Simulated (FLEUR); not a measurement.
# NiO in FLEUR: the effect of Hubbard term

NiO:

```xyz
2
Lattice="0.0000 2.0859 2.0859 2.0859 0.0000 2.0859 2.0859 2.0859 0.0000" Properties=species:S:1:pos:R:3 pbc="T T T"
Ni    0.0000    0.0000    0.0000
O     2.0859    2.0859    2.0859
```

Alike in all runs:

- Program: FLEUR MaX-R8.1 (later development tree)
- Task: single point
- Functional: PBEsol
- Potentials or basis: all-electron
- Basis: FLAPW
- Kmax: 4.78 1/bohr
- k mesh: 9 × 9 × 9
- Occupations: fermi-dirac, width 0.05 eV
- Spin: collinear spin, ferromagnetic start
- Starting moments: [1.0, 0.0] μB
- Gmax: 14.8 1/bohr
- Muffin-tin radii: Ni 2.05, O 1.57 bohr
- lmax: Ni 8, O 8
- lnonsphr: Ni 8, O 8
- Local orbitals a species: Ni 4, O 3
- Max iterations: 100

**Question.** One run gave: gap on the mesh 1.79 eV. Which Hubbard term did it use?
A. Ni d U = 6 eV
B. Ni d U = 2 eV
C. Ni d U = 5 eV
D. Ni d U = 0.0 eV
E. Ni d U = 4 eV

**Answer.** C.

| Hubbard term | gap on the mesh (eV) |
| --- | --- |
| Ni d U = 0.0 eV | none |
| Ni d U = 2 eV | 0.20 |
| Ni d U = 3 eV | 0.73 |
| Ni d U = 4 eV | 1.26 |
| Ni d U = 5 eV | 1.79 |
| Ni d U = 6 eV | 2.32 |

Caveats: a cell with one magnetic atom can't hold antiferromagnetic order, which such compounds often take; an odd mesh through Γ misses points on the zone boundary, where band edges often lie (some runs).

A gap of «none» marks a metal or a gap under the smearing width.
